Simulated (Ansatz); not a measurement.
# Polymorphs of Na2H3

These are results of DFT PBE, scalar-relativistic, plane waves, PAW (Ansatz), not measurements. Settings: cutoff 420 eV, Γ-centred meshes spaced at most about 0.3 Å⁻¹, and about 0.25 Å⁻¹ or finer for metals (2π included), Gaussian smearing. No spin polarisation.

The zero of energy is the elements' standard structures at the same level (H₂ as a molecule); no fitted shifts are applied.

These are static total energies at zero pressure. The comparison covers the computed candidates alone. With hydrogen, zero-point motion can shift formation energies by some tens of meV/atom.

Invented guesses were relaxed alike, and ends that match in structure were merged. ΔE counts from the first row. Coordination counts H atoms around Na (those within 1.25 times the shortest such distance or 1.15 times the sum of covalent radii; a plus sign parts nearer from farther groups). The ends were matched against large subsets of the Crystallography Open Database and the Materials Project, so a missing match doesn't prove that a structure is unreported.

```tsv
#	reached from	type and space group	atoms	Å³/atom	coordination	ΔE (meV/atom)	gap on mesh (eV)	in databases
1	tetradymite type (R-3m)	R-3m (No. 166)	5	11.2	Na 9	0	0.00	no match
2	corundum type (R-3c)	R-3c (No. 167)	10	13.9	Na 6	180	0.00	no match
3	ordered vacancies on the anion sites of rhenium trioxide, changed on relaxing	P4/mmm (No. 123)	5	17.8	Na 1+4	249	0.00	no match
```

The lowest: Space group R-3m (No. 166), trigonal, a = 3.325 Å, c = 17.606 Å. Na is surrounded by 9 H at 2.38–2.47 Å; H on a site of symmetry -3m is surrounded by 6 Na at 2.38 Å; H on a site of symmetry 3m has 3 H at 1.92 Å and 6 Na at 2.43–2.47 Å. Its energy over the elements is +0.16 eV/atom. A positive value: parting into the elements would lower its energy. An observed structure of this formula, if there is one, may be missing.

```cif
data_structure
_symmetry_space_group_name_H-M 'R-3m:H'
_symmetry_Int_Tables_number 166
_cell_length_a 3.3246
_cell_length_b 3.3246
_cell_length_c 17.6062
_cell_angle_alpha 90.000
_cell_angle_beta 90.000
_cell_angle_gamma 120.000
_cell_volume 168.53
loop_
_atom_site_label
_atom_site_type_symbol
_atom_site_symmetry_multiplicity
_atom_site_Wyckoff_symbol
_atom_site_fract_x
_atom_site_fract_y
_atom_site_fract_z
_atom_site_occupancy
Na1 Na 6 c 0.66667 0.33333 0.74694 1
H1 H 3 a 0.00000 0.00000 0.00000 1
H2 H 6 c 0.33333 0.66667 0.83537 1
```

The second: Space group R-3c (No. 167), trigonal, a = 6.110 Å, c = 12.905 Å. Around Na lie 6 H at 2.25–2.37 Å; H has 4 Na at 2.25–2.37 Å. Counting H atoms around Na, the first has Na 9 and the second has Na 6. Cells relaxed within their symmetry can be saddle points. Some types were kept out of the candidates beforehand, so the set may lack a known form.
